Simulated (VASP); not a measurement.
BaO:

```
CELL_PARAMETERS angstrom
0.00000 2.79039 2.79039
2.79039 0.00000 2.79039
2.79039 2.79039 0.00000
ATOMIC_POSITIONS crystal
Ba 0.00000 0.00000 0.00000
O 0.50000 0.50000 0.50000
```

The cell is a database's computed one.

| Quantity | Value |
| --- | --- |
| Program | VASP 6.6.1 |
| Task | relaxation of cell and atoms |
| Functional | LDA |
| Potentials or basis | VASP PAW LDA potentials, release 64 (Ba_sv, O) |
| Cutoff | 600 eV |
| k mesh | 8 × 8 × 8 |
| Occupations | gaussian, width 0.02 eV |
| Spin | no spin polarisation |

At the start: pressure -4.2 GPa; volume 21.73 Å³/atom.

Task: How do energy, volume and symmetry change on relaxing?

Result: Over 3 steps the energy falls by 16.1 meV/atom and the volume is 20.55 Å³/atom (-5.4 %); space group Fm-3m (No. 225, to 0.05 Å).

The path:
```csv
step,energy change (eV),largest force (eV/Å),pressure (GPa),volume (Å³)
1,0.0000,0.0000,-4.15,43.45
2,-0.0243,0.0000,2.41,40.01
3,-0.0322,0.0000,0.00,41.09
```

Final structure:
```
Ba O
1.0
     0.00000    2.73895    2.73895
     2.73895    0.00000    2.73895
     2.73895    2.73895    0.00000
Ba O
1 1
Direct
  0.00000 0.00000 0.00000
  0.50000 0.50000 0.50000
```
